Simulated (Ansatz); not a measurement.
Set up this calculation in Ansatz 0.2.0, as the native input.

| Property | Result |
| --- | --- |
| Task | band structure |
| Functional | exchange-only PBE |
| Potentials or basis | Ansatz PAW |
| Cutoff | 420 eV (not typed: the program's choice for these potentials) |
| k mesh | 11 × 11 × 11 |
| Occupations | fermi-dirac, width 0.05 eV |
| Spin | no spin polarisation |
| Path | [["G", "X", "W", "K", "G", "L", "U", "W", "L", "K"], ["U", "X"]] |
| Points for each segment of the path | 14 |

The system is TiC.

```
Ti C
1.0
     0.00000    2.16572    2.16572
     2.16572    0.00000    2.16572
     2.16572    2.16572    0.00000
Ti C
1 1
Direct
  0.00000 0.00000 0.00000
  0.50000 0.50000 0.50000
```

The cell is a database's computed one.

One way to write it, as run:

input.yaml

```yaml
crystal:
  lattice:
    - [0.0, 2.1657188437, 2.1657188437]
    - [2.1657188437, 0.0, 2.1657188437]
    - [2.1657188437, 2.1657188437, 0.0]
  atoms:
    - { symbol: Ti, position: [0.0, 0.0, 0.0] }
    - { symbol: C, position: [0.5, 0.5, 0.5] }
hamiltonian:
  xc: { exchange: pbe, correlation: none }
  pseudopotentials: { kind: paw }
kpoints:
  mp_grid: { grid: [11, 11, 11] }
  band_path:
    path:
      - [[0.0, 0.0, 0.0], [0.5, 0.0, 0.5], [0.5, 0.25, 0.75], [0.375, 0.375, 0.75], [0.0, 0.0, 0.0], [0.5, 0.5, 0.5], [0.625, 0.25, 0.625], [0.5, 0.25, 0.75], [0.5, 0.5, 0.5], [0.375, 0.375, 0.75]]
      - [[0.625, 0.25, 0.625], [0.5, 0.0, 0.5]]
    npoints: 14
scf:
  occupations: { method: fermi_dirac, width: 0.05 }
  n_extra_bands: 6
output:
  forces: true
  stress: true
  eigenvalues: true
  fatbands: true
  write_density: true
  write_potential: true
  elf: true
  volumetric_format: npy
```

Potentials or basis: Ansatz PAW.

Command:

```sh
$ ansatz run input.yaml --threads 2 --pin off --max-ram 5120MiB --backend cpu --events-out ev --progress --plain --runs-dir out
```

Results of the run:

```json
{"Pressure": "23.7 GPa", "Band gap on the k mesh": "none (metal or under the smearing width)"}
```

Caveat: so large a pressure means that the cell lies far from this level's equilibrium, or that cutoff or potentials fall short; the pressure holds a Pulay correction of +0.3 GPa for the finite cutoff; the PAW data sets come from PBE, with cores solved anew for the run's functional, which leaves a small shift of forces and pressure.

Wall time 1.6 s on 2 threads of Arm Neoverse V1 (shared host), peak memory 0.3 GiB.
